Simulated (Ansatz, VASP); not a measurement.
Two plane-wave programs on BN

```
B N
1.0
     0.00000    3.33948    2.16883
     1.25384    0.00000    2.16883
     1.25384    3.33948    0.00000
B N
1 1
Direct
  0.00011 0.00011 0.99989
  0.66659 0.66659 0.33341
```

Measurements of this composition are mostly on another form, of space group No. 194.

Alike in both runs: functional PBE; dispersion D3(BJ); k mesh 12 × 12 × 12; occupations gaussian, width 0.02 eV; no spin polarisation.

Ansatz relaxed the structure, and its values are those at the end. VASP's run is a single point on that final structure, the one shown.

```csv
,VASP,Ansatz
version,VASP 6.6.1,Ansatz 0.2.0
potentials or method,"VASP PAW PBE potentials, release 64 (B, N)","scalar-relativistic, plane waves, PAW"
plane-wave cutoff (eV),520,420
valence electrons in the cell,8,8
```

```tsv
	VASP	Ansatz	Ansatz less VASP
gap on the k mesh at the Fermi level (eV)	3.65	3.66	+0.008
least direct gap on the mesh (eV)	4.53	4.53	+0.003
pressure (GPa)	0.1	0.0	-0.07
```

The functional is the same, so the differences come from potentials, cutoffs and numerics.

A k mesh can miss the band edges.
